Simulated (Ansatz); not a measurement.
# InSe (R3m) in Ansatz: a series of runs

Runs on InSe. Level: PBEsol. Tasks: single point.

Program: Ansatz 0.2.0. These are calculated values, not measurements. Logs are shortened: lines on timing, memory, paths and dates and some standing lists are left out, and cuts for length are marked.

### 1 The structure

Symmetry: R3m, No. 160, trigonal system. The conventional cell has a = 4.000 Å, b = 4.000 Å, c = 25.320 Å, α = 90.00°, β = 90.00°, γ = 120.00°. In (site symmetry 3m) is surrounded by 3 Se at 2.63 Å and 1 In at 2.82 Å. In (site symmetry 3m) is surrounded by 3 Se at 2.64 Å and 1 In at 2.82 Å. Se (site symmetry 3m) is surrounded by 3 In at 2.63 Å. Se (site symmetry 3m) is surrounded by 3 In at 2.64 Å.

### 2 Single point, PBEsol, 27.48 Å³/atom (volume scaled by 0.94)

input.yaml reads:

```yaml
crystal:
  lattice:
    - [1.9591722174, 1.1311286071, 8.2677067576]
    - [-1.9591722174, 1.1311286071, 8.2677067576]
    - [0.0, -2.2622572143, 8.2677067576]
  atoms:
    - { symbol: In, position: [0.8886, 0.8886, 0.8886] }
    - { symbol: In, position: [0.0, 0.0, 0.0] }
    - { symbol: Se, position: [0.1719, 0.1719, 0.1719] }
    - { symbol: Se, position: [0.3835, 0.3835, 0.3835] }
kpoints:
  mp_grid: { grid: [8, 8, 8] }
scf:
  occupations: { method: fermi_dirac, width: 0.05 }
hamiltonian:
  xc: pbesol
  pseudopotentials: { kind: all_electron, lapw: { basis_error: 0.001 } }
output:
  forces: true
  stress: true
  eigenvalues: true
```

Potentials or basis: all-electron LAPW, scalar-relativistic.

Started as:

```sh
ansatz run input.yaml --threads 2 --pin off --max-ram 8192MiB --backend cpu --events-out ev --progress --plain --runs-dir out
```

What it wrote:

```text
Warning: RAYON_NUM_THREADS=2 ignored (pool sized by the plan → 2); use --threads N
LAPW: plane waves up to 8.689 Å⁻¹, error target 1.0e-3 eV per atom; small_component_spin mean_spin; Se in spheres of 1.242 Å, 24 of its electrons in bands, Dirac shells []; In in spheres of 1.339 Å, 21 of its electrons in bands, Dirac shells [] (how accurate: hamiltonian.pseudopotentials.lapw.basis_error, Limitations)
Engine: ansatz 0.2.0, aarch64-unknown-linux-gnu
Pseudopotentials: kind: all_electron
Pseudopotential: In, LAPW, valence charge 21, lapw/all_electron/scalar/gaussian/In, Koelling and Harmon's equation, gaussian nucleus
Pseudopotential: Se, LAPW, valence charge 24, lapw/all_electron/scalar/gaussian/Se, Koelling and Harmon's equation, gaussian nucleus
Functional definition: PBEsol
  exchange = pbesol_x
  correlation = pbesol_c
Crystal: 4 atoms, lattice volume = 109.931 Å³
Basis set: ecut = 287.66546972044245 eV, 1223 PW (Γ), FFT grids on a1−a3, a2−a3, a3, exchange–correlation at level 2
Bands: 54, of which v1, the nominal top of the filled ones, is band 45 counted from 1 (44 counted from 0)
Symmetry: 6 space group operations
Space group: R3m (ITA 160), of the structure as read, at distance tolerance 4.8e-5 Å
k-points: 65 of 512 (time reversal used)
Non-local potential: In, projectors of the file, none
Non-local potential: Se, projectors of the file, none
Initial density: superposition of atomic densities (chi_scale 0.1, normalization cell, long waves 29 % of neutral atoms (reshape's long-wave potential 1.29 eV rms, cloud 2.62 Å wide))
Initial wavefunctions: plane waves of lowest kinetic energy (no species holds an atomic orbital)
Functional: x = pbesol(κ = 0.804, μ = 0.12345679012345678), c = pbesol(β = 0.046)
iter 1 solved again at ethr=1.48e-3 eV; its pass at ethr=1.00e-1 eV (dr2=1.33e0 eV) is discarded
SCF iter   1: F=—  HF=-452111.013471 eV  |F-HF|=—  |Δ(HF+E_count)|=         —  Δρ=2.56e-2  dr2=1.33e0  ethr=1.48e-3  ⟨swp⟩=2.0  Hψ=22261  notcnv=0
preconditioner: auto → Resta (q_TF=auto, 2.639 Å⁻¹)  ε∞=3.1  [insulator: Δε(μ)=0.729 eV  Ē_g=15.065 eV  σ=0.050 eV  W_gap=1.00  n_scr=36 (ndim 8)  ℏωp=21.8 eV  f_vac=0.127  D(μ)=0.00/eV (n_scr^D=0)  ε∞_Penn≈3.1]
SCF iter   2: F=—  HF=-452110.631932 eV  |F-HF|=—  |Δ(HF+E_count)|=   3.82e-1  Δρ=1.20e-2  dr2=2.35e-1  ethr=1.48e-3  ⟨swp⟩=2.9  Hψ=10860  notcnv=0
SCF iter   3: F=—  HF=-452110.588874 eV  |F-HF|=—  |Δ(HF+E_count)|=   4.31e-2  Δρ=6.32e-3  dr2=6.65e-2  ethr=2.62e-4  ⟨swp⟩=2.0  Hψ=10667  notcnv=0
iter 4 solved again at ethr=3.52e-6 eV; its pass at ethr=7.39e-5 eV (dr2=3.17e-3 eV) is discarded
SCF iter   4: F=—  HF=-452110.580611 eV  |F-HF|=—  |Δ(HF+E_count)|=         —  Δρ=1.22e-3  dr2=3.16e-3  ethr=3.52e-6  ⟨swp⟩=2.0  Hψ=17359  notcnv=0
the basis was enlarged: its passes take 470.1 KiB over the memory plan, 2 of 2 planned eigensolver slots
SCF iter   5: F=—  HF=-452110.580371 eV  |F-HF|=—  |Δ(HF+E_count)|=   2.40e-4  Δρ=3.71e-4  dr2=2.47e-4  ethr=3.51e-6  ⟨swp⟩=2.0  Hψ=10145  notcnv=0
SCF iter   6: F=—  HF=-452110.580464 eV  |F-HF|=—  |Δ(HF+E_count)|=   9.22e-5  Δρ=1.63e-4  dr2=3.86e-5  ethr=2.75e-7  ⟨swp⟩=3.0  Hψ=10371  notcnv=0
SCF iter   7: F=—  HF=-452110.580509 eV  |F-HF|=—  |Δ(HF+E_count)|=   4.55e-5  Δρ=6.38e-5  dr2=7.88e-6  ethr=4.29e-8  ⟨swp⟩=3.0  Hψ=10524  notcnv=0
SCF iter   8: F=—  HF=-452110.580516 eV  |F-HF|=—  |Δ(HF+E_count)|=   7.10e-6  Δρ=1.81e-5  dr2=6.45e-7  ethr=8.75e-9  ⟨swp⟩=3.0  Hψ=10634  notcnv=0
SCF iter   9: F=—  HF=-452110.580517 eV  |F-HF|=—  |Δ(HF+E_count)|=   1.22e-6  Δρ=6.55e-6  dr2=7.55e-8  ethr=7.17e-10  ⟨swp⟩=3.0  Hψ=10667  notcnv=0
SCF iter  10: F=-452110.580517 eV  HF=-452110.580517 eV  |F-HF|=2.54e-8  |Δ(HF+E_count)|=   2.40e-8  Δρ=3.46e-6  dr2=1.88e-8  ethr=8.39e-11  ⟨swp⟩=3.0  Hψ=10517  notcnv=0
SCF 1 converged in 10 iterations: F = -452110.580517 eV  dr2 = 1.88e-8
SCF converged after 10 iterations
Free energy (F): -452110.580517 eV
Harris-Foulkes:  -452110.580517 eV  (|F-HF|=2.54e-8)
Internal energy: -452110.580499 eV  (E = F + TS)
E sigma→0 (E₀):  -452110.580508 eV
Entropy (-TS):   -0.000019 eV (-0.005 meV/atom)
Fermi energy:    10.093622 eV
--- Per-component energies (eV) ---
  E_band       = -4403.171262
  E_kinetic    = 471085.307415
  E_xc         = -13261.220745
  E_electrostatic = -909934.667169  (all electrons and nuclei)
  E_smearing   = -0.000019  (= −TS)
  E_closure    = 0.000000  (closes the sum)
  E_atoms      = -452095.124779  (free atoms, spherical and without spin; not in F)
  Σ components = -452110.580517   (vs F -452110.580517, Δ=0.00e0)
  Basis errors (estimates in eV, not in F): energy 4.6e-4 per atom: plane waves 4.2e-4 (2.4e-4 summed), levels above the bands 2.1e-71, relativity 4.3e-8, radial functions 4.0e-5, core shells 4.9e-7; eigenvalues (radial functions only) 1.0e-6; not estimated: angular momenta, meshes, grids; target (lapw.basis_error) 1.0e-3; muffin-tin radii Se 1.242 Å, In 1.339 Å
--- Forces (eV/Å), atoms counted from 1 ---
  atom   1  In     0.00000000    -0.00000000     0.57120402
  atom   2  In     0.00000000     0.00000000    -0.55499465
  atom   3  Se     0.00000000     0.00000000    -0.59938226
  atom   4  Se     0.00000000    -0.00000000     0.58317649
  max |Σ_I F_I| component: 3.60e-6 eV/Å
--- Stress (GPa, compression-positive) ---
        4.319639       0.000000      -0.000000
        0.000000       4.319639       0.000000
       -0.000000       0.000000       2.875093
  P = ⅓ Tr σ = 3.8381 GPa (38.381 kbar)
--- Band table (eV; the first three rows and the last of 65) ---
  k-point 0: bands = ["-197.6940", "-197.6882", "-137.3703", "-137.3703", "-137.3637", "-137.3637", "-137.3358", "-137.3315", "-105.4715", "-105.4673", "-64.0111", "-64.0111", "-64.0068", "-64.0068", "-63.9885", "-63.9610", "-37.8162", "-37.8162", "-37.8093", "-37.8093", "-37.7876", "-37.7876", "-37.7823", "-37.7823", "-37.7765", "-37.7718", "-5.0824", "-4.8719", "-4.8719", "-4.7828", "-4.7828", "-4.7519", "-4.7519", "-4.6280", "-4.5604", "-4.5604", "-4.1339", "-3.6229", "3.1786", "6.3164", "8.1300", "8.4459", "8.4459", "8.5475", "8.5475", "11.6178", "11.9555", "14.2593", "14.2593", "15.0435", "15.3479", "15.3479", "17.4733", "18.3991"]
  k-point 1: bands = ["-197.6940", "-197.6882", "-137.3703", "-137.3703", "-137.3637", "-137.3637", "-137.3358", "-137.3315", "-105.4715", "-105.4673", "-64.0112", "-64.0112", "-64.0068", "-64.0068", "-63.9885", "-63.9610", "-37.8162", "-37.8161", "-37.8093", "-37.8092", "-37.7876", "-37.7876", "-37.7823", "-37.7823", "-37.7765", "-37.7717", "-5.0985", "-4.9496", "-4.8956", "-4.8676", "-4.7689", "-4.7576", "-4.7431", "-4.6159", "-4.5619", "-4.5120", "-3.9092", "-3.4530", "3.3108", "6.0143", "7.3542", "7.9981", "8.2239", "8.3628", "8.5791", "12.0310", "12.6630", "13.5506", "14.4376", "14.6205", "15.3761", "15.7433", "16.9044", "18.3717"]
  k-point 2: bands = ["-197.6940", "-197.6882", "-137.3703", "-137.3703", "-137.3637", "-137.3637", "-137.3358", "-137.3315", "-105.4715", "-105.4673", "-64.0114", "-64.0112", "-64.0070", "-64.0068", "-63.9884", "-63.9610", "-37.8162", "-37.8160", "-37.8093", "-37.8091", "-37.7877", "-37.7876", "-37.7824", "-37.7823", "-37.7764", "-37.7717", "-5.1887", "-5.0541", "-4.9957", "-4.8624", "-4.7714", "-4.7359", "-4.7160", "-4.6250", "-4.5648", "-4.4440", "-3.4137", "-3.0394", "3.5597", "5.1329", "6.0295", "7.6208", "7.7879", "7.9385", "8.7123", "11.7815", "12.1534", "13.7837", "14.1532", "14.6907", "16.2537", "16.3711", "16.6216", "17.7315"]
  k-point 64: bands = ["-197.6940", "-197.6882", "-137.3703", "-137.3703", "-137.3637", "-137.3637", "-137.3358", "-137.3315", "-105.4715", "-105.4673", "-64.0111", "-64.0111", "-64.0068", "-64.0068", "-63.9885", "-63.9610", "-37.8162", "-37.8162", "-37.8093", "-37.8093", "-37.7876", "-37.7876", "-37.7823", "-37.7823", "-37.7765", "-37.7718", "-5.0803", "-4.8722", "-4.8722", "-4.7826", "-4.7826", "-4.7520", "-4.7520", "-4.6599", "-4.5603", "-4.5603", "-3.8997", "-3.8498", "3.6123", "5.2153", "8.3682", "8.3682", "8.6330", "8.6330", "9.8244", "10.3406", "11.9682", "14.1630", "14.1630", "15.4927", "15.4927", "15.5246", "17.9118", "18.6774"]
```

Wall time 1.7 min (2 threads of Arm Neoverse V2, shared host); peak memory 0.78 GiB.

What came out:

```yaml
Free_energy: -452110.5805 eV
Pressure: 3.8 GPa
Largest_force: 0.599 eV/Å
Band_gap_on_the_k_mesh: 0.52 eV, direct
```

Caveat: spin-orbit coupling is left out, which moves the levels of the heavy elements.

### 3 Single point, PBEsol, 28.07 Å³/atom (volume scaled by 0.96)

Changes to input.yaml since step 2:

```diff
@@ -2,5 +2,5 @@
   lattice:
-    - [1.9591722174, 1.1311286071, 8.2677067576]
-    - [-1.9591722174, 1.1311286071, 8.2677067576]
-    - [0.0, -2.2622572143, 8.2677067576]
+    - [1.9729696595, 1.139094564, 8.3259319629]
+    - [-1.9729696595, 1.139094564, 8.3259319629]
+    - [0.0, -2.278189128, 8.3259319629]
   atoms:
```

Potentials or basis: all-electron LAPW, scalar-relativistic.

Started as:

```sh
ansatz run input.yaml --threads 2 --pin off --max-ram 8192MiB --backend cpu --events-out ev --progress --plain --runs-dir out
```

It took 1.7 min on 2 threads of Arm Neoverse V2, shared host; peak memory 0.79 GiB.

It converged, with:

```yaml
Free_energy: -452110.6264 eV
Pressure: 2.5 GPa
Largest_force: 0.475 eV/Å
Band_gap_on_the_k_mesh: 0.46 eV, direct
```

Caveat: spin-orbit coupling is left out, which moves the levels of the heavy elements.

### 4 Single point, PBEsol, 28.65 Å³/atom (volume scaled by 0.98)

Changes to input.yaml since step 3:

```diff
@@ -2,5 +2,5 @@
   lattice:
-    - [1.9729696595, 1.139094564, 8.3259319629]
-    - [-1.9729696595, 1.139094564, 8.3259319629]
-    - [0.0, -2.278189128, 8.3259319629]
+    - [1.9865767768, 1.1469506368, 8.3833539979]
+    - [-1.9865767768, 1.1469506368, 8.3833539979]
+    - [0.0, -2.2939012737, 8.3833539979]
   atoms:
```

Started as:

```sh
ansatz run input.yaml --threads 2 --pin off --max-ram 8192MiB --backend cpu --events-out ev --progress --plain --runs-dir out
```

Wall time 1.7 min (2 threads of Arm Neoverse V2, shared host); peak memory 0.79 GiB.

It converged, with:

| Quantity | Value |
| --- | --- |
| Free energy | -452110.6534 eV |
| Pressure | 1.3 GPa |
| Largest force | 0.385 eV/Å |
| Band gap on the k mesh | 0.40 eV, direct |

Caveat: spin-orbit coupling is left out, which moves the levels of the heavy elements.

### 5 Single point, PBEsol, 29.24 Å³/atom

Changes to input.yaml since step 4:

```diff
@@ -2,5 +2,5 @@
   lattice:
-    - [1.9865767768, 1.1469506368, 8.3833539979]
-    - [-1.9865767768, 1.1469506368, 8.3833539979]
-    - [0.0, -2.2939012737, 8.3833539979]
+    - [2.0, 1.1547005384, 8.44]
+    - [-2.0, 1.1547005384, 8.44]
+    - [0.0, -2.3094010768, 8.44]
   atoms:
```

Started as:

```sh
ansatz run input.yaml --threads 2 --pin off --max-ram 8192MiB --backend cpu --events-out ev --progress --plain --runs-dir out
```

It took 1.7 min on 2 threads of Arm Neoverse V2, shared host; peak memory 0.79 GiB.

The run converged. Its results:

```yaml
Free_energy: -452110.6638 eV
Pressure: 0.2 GPa
Largest_force: 0.300 eV/Å
Band_gap_on_the_k_mesh: 0.35 eV, direct
```

Caveat: spin-orbit coupling is left out, which moves the levels of the heavy elements.

### 6 Single point, PBEsol, 29.82 Å³/atom (volume scaled by 1.02)

Changes to input.yaml since step 5:

```diff
@@ -2,5 +2,5 @@
   lattice:
-    - [2.0, 1.1547005384, 8.44]
-    - [-2.0, 1.1547005384, 8.44]
-    - [0.0, -2.3094010768, 8.44]
+    - [2.0132454191, 1.1623477847, 8.4958956687]
+    - [-2.0132454191, 1.1623477847, 8.4958956687]
+    - [0.0, -2.3246955694, 8.4958956687]
   atoms:
```

Potentials or basis: all-electron LAPW, scalar-relativistic.

Started as:

```sh
ansatz run input.yaml --threads 2 --pin off --max-ram 8192MiB --backend cpu --events-out ev --progress --plain --runs-dir out
```

It took 1.7 min on 2 threads of Arm Neoverse V2, shared host; peak memory 0.79 GiB.

It converged, with:

```yaml
Free_energy: -452110.6591 eV
Pressure: -0.8 GPa
Largest_force: 0.221 eV/Å
Band_gap_on_the_k_mesh: 0.30 eV, direct
```

Caveat: spin-orbit coupling is left out, which moves the levels of the heavy elements.

### 7 Single point, PBEsol, 30.41 Å³/atom (volume scaled by 1.04)

Changes to input.yaml since step 6:

```diff
@@ -2,5 +2,5 @@
   lattice:
-    - [2.0132454191, 1.1623477847, 8.4958956687]
-    - [-2.0132454191, 1.1623477847, 8.4958956687]
-    - [0.0, -2.3246955694, 8.4958956687]
+    - [2.0263188076, 1.1698957091, 8.5510653682]
+    - [-2.0263188076, 1.1698957091, 8.5510653682]
+    - [0.0, -2.3397914182, 8.5510653682]
   atoms:
```

Started as:

```sh
ansatz run input.yaml --threads 2 --pin off --max-ram 8192MiB --backend cpu --events-out ev --progress --plain --runs-dir out
```

It took 1.7 min on 2 threads of Arm Neoverse V2, shared host; peak memory 0.79 GiB.

The run converged. Its results:

```yaml
Free_energy: -452110.6412 eV
Pressure: -1.6 GPa
Largest_force: 0.212 eV/Å
Band_gap_on_the_k_mesh: 0.25 eV, direct
```

Caveat: spin-orbit coupling is left out, which moves the levels of the heavy elements.

### 8 Single point, PBEsol, 30.99 Å³/atom (volume scaled by 1.06)

Changes to input.yaml since step 7:

```diff
@@ -2,5 +2,5 @@
   lattice:
-    - [2.0263188076, 1.1698957091, 8.5510653682]
-    - [-2.0263188076, 1.1698957091, 8.5510653682]
-    - [0.0, -2.3397914182, 8.5510653682]
+    - [2.0392256448, 1.177347475, 8.6055322212]
+    - [-2.0392256448, 1.177347475, 8.6055322212]
+    - [0.0, -2.35469495, 8.6055322212]
   atoms:
```

Started as:

```sh
ansatz run input.yaml --threads 2 --pin off --max-ram 8192MiB --backend cpu --events-out ev --progress --plain --runs-dir out
```

Run time: 1.7 min. Hardware: 2 threads of Arm Neoverse V2, shared host; peak memory 0.78 GiB.

It converged, with:

| Item | Value |
| --- | --- |
| Free energy | -452110.6114 eV |
| Pressure | -2.4 GPa |
| Largest force | 0.337 eV/Å |
| Band gap on the k mesh | 0.21 eV, direct |

Caveat: spin-orbit coupling is left out, which moves the levels of the heavy elements.

### 9 The reference run

An earlier run on the cell as given: functional PBEsol; potentials or basis all-electron LAPW, scalar-relativistic; cutoff 273 eV (chosen from the basis error); basis error allowed 0.001 eV/atom; k mesh 8 × 8 × 8; occupations fermi-dirac, width 0.05 eV; no spin polarisation.

- Pressure: 0.2 GPa
- Largest force: 0.300 eV/Å
- Band gap on the k mesh: 0.35 eV, direct
- Loewdin charges: In +0.17; Se -0.11, -0.12 e
